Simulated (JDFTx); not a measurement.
# Co (P6_3/mmc) in JDFTx: equation of state

Aim: energy against volume of Co in PBEsol, for its equilibrium volume and stiffness.

Program: JDFTx 1.7.0 (patched build). These are calculated values, not measurements. Logs are shortened: lines on timing, memory, paths and dates and some standing lists are left out, and cuts for length are marked. The log counts tension as positive stress, the text compression.

## Step 1: The structure

Symmetry: P6_3/mmc, No. 194, hexagonal system. Conventional cell: a = 2.472 Å, b = 2.472 Å, c = 4.021 Å, α = 90.00°, β = 90.00°, γ = 120.00°. Co (site symmetry -6m2) is surrounded by 12 Co at 2.47 Å.

## Step 2: Equation of state, PBEsol, collinear spin, ferromagnetic start, 10.00 Å³/atom (volume scaled by 0.94)

Input file Co.in:

```
lattice \
    4.5760412883    -2.2880206442     0.0000000000 \
    0.0000000000     3.9629680045     0.0000000000 \
    0.0000000000     0.0000000000     7.4437386961
coords-type Lattice
ion Co     0.6666666667     0.3333333333     0.7500000000 1
ion Co     0.3333333333     0.6666666667     0.2500000000 1

ion-species pseudo/Co.upf
elec-cutoff 48 384
elec-ex-corr gga-PBEsol
kpoint-folding 12 12 7
elec-smearing Fermi 0.0018374661
elec-n-bands 26
spintype z-spin
initial-magnetic-moments Co 2 2
elec-initial-magnetization 4 no
electronic-SCF nIterations 100 energyDiffThreshold 1e-09
electronic-minimize nIterations 30 energyDiffThreshold 1e-7
forces-output-coords Cartesian

dump-name run.$VAR
dump End Ecomponents EigStats BandEigs Kpoints Forces Stress
```

Potentials or basis: PseudoDojo-SR-PBEsol-0.4.1-standard with smoothed tails.

On the command line:

```console
$ jdftx -c 1 -i Co.in -o Co.out
```

Output:

```text
*************** JDFTx 1.7.0 (patched build) ***************

Input parsed successfully to the following command list (including defaults):
[... the input with its defaults ...]

---------- Setting up symmetries ----------

Found 24 point-group symmetries of the bravais lattice
Found 24 space-group symmetries with basis
Applied RMS atom displacement 2.64198e-10 bohrs to make symmetries exact.

---------- Initializing the Grid ----------
R =
[      4.57604     -2.28802            0  ]
[            0      3.96297            0  ]
[            0            0      7.44374  ]
unit cell volume = 134.99
G =
[    1.37306   0.792737         -0  ]
[          0    1.58547          0  ]
[          0         -0    0.84409  ]
Minimum fftbox size, Smin = [  44  44  68  ]
Chosen fftbox size, S = [  48  48  70  ]

---------- Initializing tighter grid for wavefunction operations ----------
R =
[      4.57604     -2.28802            0  ]
[            0      3.96297            0  ]
[            0            0      7.44374  ]
unit cell volume = 134.99
G =
[    1.37306   0.792737         -0  ]
[          0    1.58547          0  ]
[          0         -0    0.84409  ]
Minimum fftbox size, Smin = [  32  32  48  ]
Chosen fftbox size, S = [  32  32  48  ]

---------- Exchange Correlation functional ----------
Initalized PBEsol GGA exchange.
Initalized PBEsol GGA correlation.

---------- Setting up pseudopotentials ----------
Width of ionic core gaussian charges (only for fluid interactions / plotting) set to 0

Reading pseudopotential file 'pseudo/Co.upf':
  'Co' pseudopotential, 'PBESOL' functional
  Generated using ONCVPSP code by D. R. Hamann
  17 valence electrons, 4 orbitals, 6 projectors, 1001 radial grid points, with lMax = 2
    3S    l: 0   occupation:  2.0   eigenvalue: -3.753490
    3P    l: 1   occupation:  6.0   eigenvalue: -2.407467
    3D    l: 2   occupation:  7.0   eigenvalue: -0.302441
    4S    l: 0   occupation:  2.0   eigenvalue: -0.201732
  Core radius for overlap checks: 1.60 bohrs.

Initialized 1 species with 2 total atoms.

Folded 1 k-points by 12x12x7 to 1008 k-points.

---------- Setting up k-points, bands, fillings ----------
Reduced to 76 k-points under symmetry.
Computing the number of bands and number of electrons
Calculating initial fillings.
nElectrons:  34.000000   nBands: 26   nStates: 152

----- Setting up reduced wavefunction bases (one per k-point) -----
average nbasis = 2143.983 , ideal nbasis = 2144.161

---------- Setting up ewald sum ----------
Optimum gaussian width for ewald sums = 1.823219 bohr.
Real space sum over 1521 unit cells with max indices [  6  6  4  ]
Reciprocal space sum over 2057 terms with max indices [  5  5  8  ]

---------- Allocating electronic variables ----------
Initializing wave functions:  linear combination of atomic orbitals
Note: number of bands (26) exceeds available atomic orbitals (20)
Co (M=2) pseudo-atom majority spin occupations:   s ( 1 0.5 )  p ( 3 )  d ( 5 )
Co (M=2) pseudo-atom minority spin occupations:   s ( 1 0 )  p ( 3 )  d ( 3.5 )
	FillingsUpdate:  mu: +1.368622599  nElectrons: 34.000000  magneticMoment: [ Abs: 2.02506  Tot: +2.00000 ]
LCAOMinimize: Iter:   0  F: -282.7368620221520814  |grad|_K:  5.922e-03  alpha:  1.000e+00
	FillingsUpdate:  mu: +0.885620997  nElectrons: 34.000000  magneticMoment: [ Abs: 3.08245  Tot: +2.95945 ]
LCAOMinimize: Iter:   1  F: -284.7402300138805344  |grad|_K:  1.824e-03  alpha:  3.894e-01  linmin: -3.185e-01  cgtest:  5.278e-01
LCAOMinimize: Encountered beta<0, resetting CG.
[... 10 lines of inner loops ...]
LCAOMinimize: Iter:   6  F: -284.8068902319294011  |grad|_K:  2.726e-07  alpha:  1.139e+00  linmin:  2.451e-04  cgtest:  2.165e-02
	FillingsUpdate:  mu: +0.786402316  nElectrons: 34.000000  magneticMoment: [ Abs: 3.24750  Tot: +3.05394 ]
LCAOMinimize: Iter:   7  F: -284.8068902348916254  |grad|_K:  7.686e-08  alpha:  7.756e-01  linmin: -1.922e-04  cgtest:  3.660e-03
LCAOMinimize: Converged (|Delta F|<1.000000e-06 for 2 iters).

-------- Electronic minimization -----------
Will mix electronic density at each iteration.
	FillingsUpdate:  mu: +0.786402316  nElectrons: 34.000000  magneticMoment: [ Abs: 3.24750  Tot: +3.05394 ]
	FillingsUpdate:  mu: +0.783711818  nElectrons: 34.000000  magneticMoment: [ Abs: 3.24750  Tot: +3.05394 ]
SCF: Cycle:  0   F: -284.832700461372440   dF: -2.581e-02   |Residual|: 1.046e-01   |deigs|: 8.263e-02
	FillingsUpdate:  mu: +0.763763889  nElectrons: 34.000000  magneticMoment: [ Abs: 3.27589  Tot: +3.02874 ]
SCF: Cycle:  1   F: -284.839966843376203   dF: -7.266e-03   |Residual|: 3.439e-02   |deigs|: 2.163e-02
	FillingsUpdate:  mu: +0.769513462  nElectrons: 34.000000  magneticMoment: [ Abs: 3.28671  Tot: +3.03042 ]
SCF: Cycle:  2   F: -284.841042522879718   dF: -1.076e-03   |Residual|: 7.253e-03   |deigs|: 5.934e-03
	FillingsUpdate:  mu: +0.769734770  nElectrons: 34.000000  magneticMoment: [ Abs: 3.31058  Tot: +3.03595 ]
SCF: Cycle:  3   F: -284.841045906036413   dF: -3.383e-06   |Residual|: 2.352e-03   |deigs|: 1.968e-04
	FillingsUpdate:  mu: +0.769643153  nElectrons: 34.000000  magneticMoment: [ Abs: 3.30911  Tot: +3.03928 ]
SCF: Cycle:  4   F: -284.841046943672211   dF: -1.038e-06   |Residual|: 5.402e-04   |deigs|: 1.433e-04
	FillingsUpdate:  mu: +0.769634373  nElectrons: 34.000000  magneticMoment: [ Abs: 3.30750  Tot: +3.03946 ]
SCF: Cycle:  5   F: -284.841047004504958   dF: -6.083e-08   |Residual|: 1.891e-04   |deigs|: 3.126e-05
	FillingsUpdate:  mu: +0.769640242  nElectrons: 34.000000  magneticMoment: [ Abs: 3.30750  Tot: +3.03909 ]
SCF: Cycle:  6   F: -284.841047019236271   dF: -1.473e-08   |Residual|: 7.693e-05   |deigs|: 1.359e-04
	FillingsUpdate:  mu: +0.769638608  nElectrons: 34.000000  magneticMoment: [ Abs: 3.30764  Tot: +3.03890 ]
SCF: Cycle:  7   F: -284.841047022796090   dF: -3.560e-09   |Residual|: 2.163e-05   |deigs|: 1.381e-04
	FillingsUpdate:  mu: +0.769636934  nElectrons: 34.000000  magneticMoment: [ Abs: 3.30767  Tot: +3.03893 ]
SCF: Cycle:  8   F: -284.841047023754015   dF: -9.579e-10   |Residual|: 1.055e-05   |deigs|: 3.736e-05
	FillingsUpdate:  mu: +0.769637180  nElectrons: 34.000000  magneticMoment: [ Abs: 3.30771  Tot: +3.03896 ]
SCF: Cycle:  9   F: -284.841047023998613   dF: -2.446e-10   |Residual|: 2.609e-06   |deigs|: 4.119e-05
SCF: Converged (|Delta E|<1.000000e-09 for 2 iters).

Setting wave functions to eigenvectors of Hamiltonian

# Stress tensor in Cartesian coordinates [Eh/a0^3]:
[ -0.000340132            0            0  ]
[            0 -0.000340132            0  ]
[            0            0 -0.000239889  ]

# Ionic positions in lattice coordinates:
ion Co   0.666666666666667   0.333333333333333   0.750000000000000 1
ion Co   0.333333333333333   0.666666666666667   0.250000000000000 1

# Forces in Cartesian coordinates:
force Co  -0.000000000000000  -0.000000000000000   0.000000000000000 1
force Co  -0.000000000000000  -0.000000000000000   0.000000000000000 1

# Energy components:
   Eewald =     -205.0035404251091791
       EH =       71.7866942591524690
     Eloc =     -214.3194630091700219
      Enl =      -37.7934137197338273
      Exc =      -55.6877348331997410
 Exc_core =       20.8159861073490404
       KE =      135.3609517390797521
-------------------------------------
     Etot =     -284.8405198816315078
       TS =        0.0005271423671270
-------------------------------------
        F =     -284.8410470239986125

IonicMinimize: Iter:   0  F: -284.841047023998613  |grad|_K:       -nan
IonicMinimize: None of the convergence criteria satisfied after 0 iterations.

#--- Lowdin population analysis ---
# oxidation-state Co +0.212 +0.212
# magnetic-moments Co +1.575 +1.575

Dumping 'run.eigStats' ...
	eMin: -2.746043 at state 0 ( [ +0.000000 +0.000000 +0.000000 ] spin 1 )
	HOMO: +0.769206 at state 88 ( [ +0.000000 +0.250000 +0.000000 ] spin -1 )
	mu  : +0.769637
	LUMO: +0.769796 at state 109 ( [ +0.083333 +0.166667 +0.142857 ] spin -1 )
	eMax: +1.785268 at state 79 ( [ +0.000000 +0.000000 +0.428571 ] spin -1 )
	HOMO-LUMO gap: +0.000591
	Optical gap  : +0.009539 at state 139 ( [ +0.166667 +0.416667 +0.428571 ] spin -1 )
Done!
```

Run time: 4.8 min. Hardware: 1 thread of AMD EPYC 7R43 (Zen 3), shared host; peak memory 0.37 GiB.

What came out:

```yaml
Free_energy: -7750.9197 eV
Pressure: 9.0 GPa
Band_gap_on_the_k_mesh: none (metal or under the smearing width)
Net_moment: 3.04 μB per cell
Absolute_moment: 3.31 μB per cell
Site_moments: Co +1.57 μB
```

## Step 3: Equation of state, PBEsol, collinear spin, ferromagnetic start, 10.21 Å³/atom (volume scaled by 0.96)

Co.in: that of step 2 with these lines changed.

```diff
@@ -1,5 +1,5 @@
 lattice \
-    4.5760412883    -2.2880206442     0.0000000000 \
-    0.0000000000     3.9629680045     0.0000000000 \
-    0.0000000000     0.0000000000     7.4437386961
+    4.6082679929    -2.3041339965     0.0000000000 \
+    0.0000000000     3.9908771493     0.0000000000 \
+    0.0000000000     0.0000000000     7.4961611184
 coords-type Lattice
```

Potentials or basis: PseudoDojo-SR-PBEsol-0.4.1-standard with smoothed tails.

On the command line:

```console
$ jdftx -c 1 -i Co.in -o Co.out
```

It took 4.7 min on 1 thread of AMD EPYC 7R43 (Zen 3), shared host; peak memory 0.36 GiB.

The run converged. Its results:

| Quantity | Value |
| --- | --- |
| Free energy | -7750.9365 eV |
| Pressure | 3.5 GPa |
| Band gap on the k mesh | none (metal or under the smearing width) |
| Net moment | 3.10 μB per cell |
| Absolute moment | 3.37 μB per cell |
| Site moments | Co +1.61 μB |

## Step 4: Equation of state, PBEsol, collinear spin, ferromagnetic start, 10.43 Å³/atom (volume scaled by 0.98)

Co.in: that of step 3 with these lines changed.

```diff
@@ -1,5 +1,5 @@
 lattice \
-    4.6082679929    -2.3041339965     0.0000000000 \
-    0.0000000000     3.9908771493     0.0000000000 \
-    0.0000000000     0.0000000000     7.4961611184
+    4.6400501558    -2.3200250780     0.0000000000 \
+    0.0000000000     4.0184013098     0.0000000000 \
+    0.0000000000     0.0000000000     7.5478604150
 coords-type Lattice
```

On the command line:

```console
$ jdftx -c 1 -i Co.in -o Co.out
```

Wall time 4.8 min (1 thread of AMD EPYC 7R43 (Zen 3), shared host); peak memory 0.38 GiB.

It converged, with:

```yaml
Free_energy: -7750.9394 eV
Pressure: -1.4 GPa
Band_gap_on_the_k_mesh: none (metal or under the smearing width)
Net_moment: 3.16 μB per cell
Absolute_moment: 3.44 μB per cell
Site_moments: Co +1.64 μB
```

## Step 5: Equation of state, PBEsol, collinear spin, ferromagnetic start, 10.64 Å³/atom

Co.in: that of step 4 with these lines changed.

```diff
@@ -1,5 +1,5 @@
 lattice \
-    4.6400501558    -2.3200250780     0.0000000000 \
-    0.0000000000     4.0184013098     0.0000000000 \
-    0.0000000000     0.0000000000     7.5478604150
+    4.6714027971    -2.3357013986     0.0000000000 \
+    0.0000000000     4.0455534936     0.0000000000 \
+    0.0000000000     0.0000000000     7.5988610189
 coords-type Lattice
```

On the command line:

```console
$ jdftx -c 1 -i Co.in -o Co.out
```

Run time: 4.8 min. Hardware: 1 thread of AMD EPYC 7R43 (Zen 3), shared host; peak memory 0.4 GiB.

The run converged. Its results:

```yaml
Free_energy: -7750.9300 eV
Pressure: -5.8 GPa
Band_gap_on_the_k_mesh: none (metal or under the smearing width)
Net_moment: 3.21 μB per cell
Absolute_moment: 3.50 μB per cell
Site_moments: Co +1.67 μB
```

## Step 6: Equation of state, PBEsol, collinear spin, ferromagnetic start, 10.85 Å³/atom (volume scaled by 1.02)

Co.in: that of step 5 with these lines changed.

```diff
@@ -1,5 +1,5 @@
 lattice \
-    4.6714027971    -2.3357013986     0.0000000000 \
-    0.0000000000     4.0455534936     0.0000000000 \
-    0.0000000000     0.0000000000     7.5988610189
+    4.7023401411    -2.3511700706     0.0000000000 \
+    0.0000000000     4.0723460194     0.0000000000 \
+    0.0000000000     0.0000000000     7.6491860683
 coords-type Lattice
```

Potentials or basis: PseudoDojo-SR-PBEsol-0.4.1-standard with smoothed tails.

On the command line:

```console
$ jdftx -c 1 -i Co.in -o Co.out
```

It took 4.5 min on 1 thread of AMD EPYC 7R43 (Zen 3), shared host; peak memory 0.4 GiB.

Results (log left out):

| Quantity | Value |
| --- | --- |
| Free energy | -7750.9095 eV |
| Pressure | -9.7 GPa |
| Band gap on the k mesh | none (metal or under the smearing width) |
| Net moment | 3.25 μB per cell |
| Absolute moment | 3.56 μB per cell |
| Site moments | Co +1.69 μB |

## Step 7: Equation of state, PBEsol, collinear spin, ferromagnetic start, 11.07 Å³/atom (volume scaled by 1.04)

Co.in: that of step 6 with these lines changed.

```diff
@@ -1,5 +1,5 @@
 lattice \
-    4.7023401411    -2.3511700706     0.0000000000 \
-    0.0000000000     4.0723460194     0.0000000000 \
-    0.0000000000     0.0000000000     7.6491860683
+    4.7328756730    -2.3664378365     0.0000000000 \
+    0.0000000000     4.0987905656     0.0000000000 \
+    0.0000000000     0.0000000000     7.6988574996
 coords-type Lattice
```

On the command line:

```console
$ jdftx -c 1 -i Co.in -o Co.out
```

Run time: 4.7 min. Hardware: 1 thread of AMD EPYC 7R43 (Zen 3), shared host; peak memory 0.41 GiB.

The run converged. Its results:

* Free energy: -7750.8791 eV
* Pressure: -13.3 GPa
* Band gap on the k mesh: none (metal or under the smearing width)
* Net moment: 3.29 μB per cell
* Absolute moment: 3.60 μB per cell
* Site moments: Co +1.71 μB

## Step 8: Equation of state, PBEsol, collinear spin, ferromagnetic start, 11.28 Å³/atom (volume scaled by 1.06)

Co.in: that of step 7 with these lines changed.

```diff
@@ -1,5 +1,5 @@
 lattice \
-    4.7328756730    -2.3664378365     0.0000000000 \
-    0.0000000000     4.0987905656     0.0000000000 \
-    0.0000000000     0.0000000000     7.6988574996
+    4.7630221906    -2.3815110954     0.0000000000 \
+    0.0000000000     4.1248982158     0.0000000000 \
+    0.0000000000     0.0000000000     7.7478961307
 coords-type Lattice
```

On the command line:

```console
$ jdftx -c 1 -i Co.in -o Co.out
```

Run time: 4.6 min. Hardware: 1 thread of AMD EPYC 7R43 (Zen 3), shared host; peak memory 0.42 GiB.

Results (log left out):

```yaml
Free_energy: -7750.8397 eV
Pressure: -16.5 GPa
Band_gap_on_the_k_mesh: none (metal or under the smearing width)
Net_moment: 3.32 μB per cell
Absolute_moment: 3.64 μB per cell
Site_moments: Co +1.73 μB
```

## Step 9: Equation of state, PBEsol, collinear spin, ferromagnetic start

Potentials or basis: PseudoDojo-SR-PBEsol-0.4.1-standard with smoothed tails.

No new run: the results of the series are fitted here.

What came out:

```
Equilibrium volume                        : 10.37 Å³/atom
Bulk modulus at fixed shape and positions : 233 GPa
Pressure derivative of the bulk modulus   : 4.2
```

Energy against volume, from the lowest point:
```csv
volume (Å³/atom),energy (meV/atom)
10.002,9.82
10.215,1.47
10.427,0.00
10.640,4.70
10.853,14.93
11.066,30.15
11.279,49.85
```

Caveat: the cell was scaled at fixed shape and fractional positions, which overstates the stiffness of a crystal with free parameters, most of all of layers and chains.
